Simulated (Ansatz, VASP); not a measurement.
One calculation of VH2, two programs

The input INCAR:

```
SYSTEM = VH2
PREC     = Accurate       ! precision mode
ENCUT    = 520            ! plane-wave cutoff, eV
EDIFF    = 1E-6           ! SCF threshold, eV
ISMEAR   = -1             ! smearing method
SIGMA    = 0.05           ! smearing width, eV
LREAL    = .False.        ! projectors in reciprocal space
LASPH    = .True.         ! aspherical terms in the spheres
NELM     = 60             ! most SCF steps
ALGO     = Normal         ! electronic algorithm
ISIF     = 2              ! what is computed and relaxed
LWAVE    = .False.        ! write WAVECAR
LCHARG   = .True.         ! write CHGCAR
GGA      = PS             ! functional
LELF     = .True.         ! ELF
LVHAR    = .True.       
NBANDS   = 14             ! bands
```

KPOINTS

```
Automatic mesh
0
Gamma
  11 11 11
  0 0 0
```

File POSCAR:

```
VH2
1.0
    0.0000000000      2.0975786559      2.0975786559
    2.0975786559      0.0000000000      2.0975786559
    2.0975786559      2.0975786559      0.0000000000
V H
1 2
Direct
   -0.0250000000     -0.0250000000     -0.0250000000
    0.7750000000      0.7750000000      0.7750000000
    0.2500000000      0.2500000000      0.2500000000
```

Input for Ansatz:

```yaml
crystal:
  lattice:
    - [0.0, 2.0975786559, 2.0975786559]
    - [2.0975786559, 0.0, 2.0975786559]
    - [2.0975786559, 2.0975786559, 0.0]
  atoms:
    - { symbol: V, position: [-0.025, -0.025, -0.025] }
    - { symbol: H, position: [0.775, 0.775, 0.775] }
    - { symbol: H, position: [0.25, 0.25, 0.25] }
kpoints:
  mp_grid: { grid: [11, 11, 11] }
scf:
  occupations: { method: fermi_dirac, width: 0.05 }
hamiltonian:
  xc: pbesol
  pseudopotentials: { kind: paw }
output:
  forces: true
  stress: true
  eigenvalues: true
  populations: true
  write_density: true
  write_potential: true
  elf: true
  volumetric_format: npy
```

Change from the starting cell: shortest bond scaled by 0.8, PAW files.

Alike in both runs: task single point; functional PBEsol; k mesh 11 × 11 × 11; occupations fermi-dirac, width 0.05 eV; no spin polarisation.

|  | VASP | Ansatz |
| --- | --- | --- |
| version | VASP 6.6.1 | Ansatz 0.2.0 |
| potentials or method | VASP PAW PBE potentials, release 64 (V_sv, H) | PAW with Ansatz's default frozen-core files, scalar-relativistic |
| plane-wave cutoff (eV) | 520 | 420 |
| valence electrons in the cell | 15 | 15 |

VASP gave:

```
pressure (GPa)                                  : 6.6
largest component of the traceless stress (GPa) : 12.63
rms of the force components (eV/Å)              : 2.313
```

Q: What did Ansatz give for the same quantities?

A: Pressure (GPa): 6.6; largest component of the traceless stress (GPa): 12.58; rms of the force components (eV/Å): 2.304.

Atom by atom the forces differ by 0.009 eV/Å (rms over components). The functional is the same, so the differences come from potentials, cutoffs and numerics.

Caveats: the PAW data sets were made with another functional, which shifts forces and pressure a little (VASP).
